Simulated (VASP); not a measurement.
# LiCl: single point with PBEsol

Crystal: LiCl.

```
Li Cl
1.0
     3.92488    0.00000    0.00000
    -1.96244    3.39905    0.00000
     0.00000    0.00000    6.35716
Li Cl
2 2
Direct
  0.66667 0.33333 0.87602
  0.33333 0.66667 0.37602
  0.66667 0.33333 0.49898
  0.33333 0.66667 0.99898
```

Measurements of this composition are mostly on another form, of space group No. 225.

| Item | Value |
| --- | --- |
| Program | VASP 6.6.1 |
| Task | single point |
| Functional | PBEsol |
| Potentials or basis | VASP PAW PBE potentials, release 64 (Li_sv, Cl) |
| Cutoff | 520 eV |
| k mesh | 5 × 5 × 3 |
| Occupations | fermi-dirac, width 0.05 eV |
| Spin | no spin polarisation |
| Dipole correction | no |
| Further INCAR settings | ALGO = Fast; EDIFF = 1e-06; NBANDS = 18 |

```yaml
Largest_force: 0.017 eV/Å
Band_gap_on_the_k_mesh: 5.74 eV, direct
```

Forces in eV/Å, atoms in the order of the input:
```
Li   0.000  0.000  0.017
Li   0.000  0.000  0.017
Cl   0.000  0.000 -0.017
Cl   0.000  0.000 -0.017
```

Levels at points of the mesh, in eV from the valence-band top:
```
           k point  band 7  band 8  band 9  band 10  band 11  band 12  band 13  band 14
(0.00, 0.00, 0.00)   -0.33   -0.02   -0.02     0.00     5.74     8.02     9.92     9.92
```

It took 22 s on 1 thread of Intel(R) Xeon(R) Platinum 8488C (Sapphire Rapids) (shared host), peak memory 0.18 GiB.

Caveat: the PAW data sets were made with another functional, which shifts forces and pressure a little. As with any semilocal functional, this PBEsol gap is likely too small.
